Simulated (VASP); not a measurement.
A run of VASP 6.6.1 is set up as follows.

The input INCAR:

```
SYSTEM = KMgF3
PREC = Accurate
ENCUT = 520
EDIFF = 1E-7
ISMEAR = 0
SIGMA = 0.05
LREAL = .FALSE.
LASPH = .TRUE.
NELM = 100
ALGO = Normal
ISIF = 2
LWAVE = .FALSE.
LCHARG = .FALSE.
GGA = PS
NBANDS = 24
```

Contents of KPOINTS:

```
Automatic mesh
0
G
  6 6 6
  0 0 0
```

File POSCAR:

```
KMgF3
1.0
    3.9859000000      0.0000000000      0.0000000000
    0.0000000000      3.9859000000      0.0000000000
    0.0000000000      0.0000000000      3.9859000000
K Mg F
1 1 3
Direct
    0.5000000000      0.4623673449      0.5000000000
    0.0000000000      0.0000000000      0.0000000000
    0.5000000000      0.0000000000      0.0000000000
    0.0000000000      0.5000000000      0.0000000000
    0.0000000000      0.0000000000      0.5000000000
```

Potentials or basis: VASP PAW PBE potentials, release 64 (K_sv, Mg, F).

Run with:

```sh
$ cat potpaw_PBE.64/K_sv/POTCAR potpaw_PBE.64/Mg/POTCAR potpaw_PBE.64/F/POTCAR > POTCAR
$ mpirun -np 1 vasp_std > vasp.out
```

Q: Estimate the largest force.

A: 0.335 eV/Å.

Q: Predict the pressure.

A: 0.2 GPa.

Q: What does it give for the band gap on the k mesh?

A: 7.13 eV, indirect (least direct gap 7.45 eV).

Forces in eV/Å, atoms in the order of the input:
```
K    0.000  0.335  0.000
Mg   0.000 -0.178  0.000
F    0.000 -0.047  0.000
F    0.000 -0.062  0.000
F    0.000 -0.047  0.000
```

Caveat: the PAW data sets were made with another functional, which shifts forces and pressure a little. A k mesh can miss the band edges.
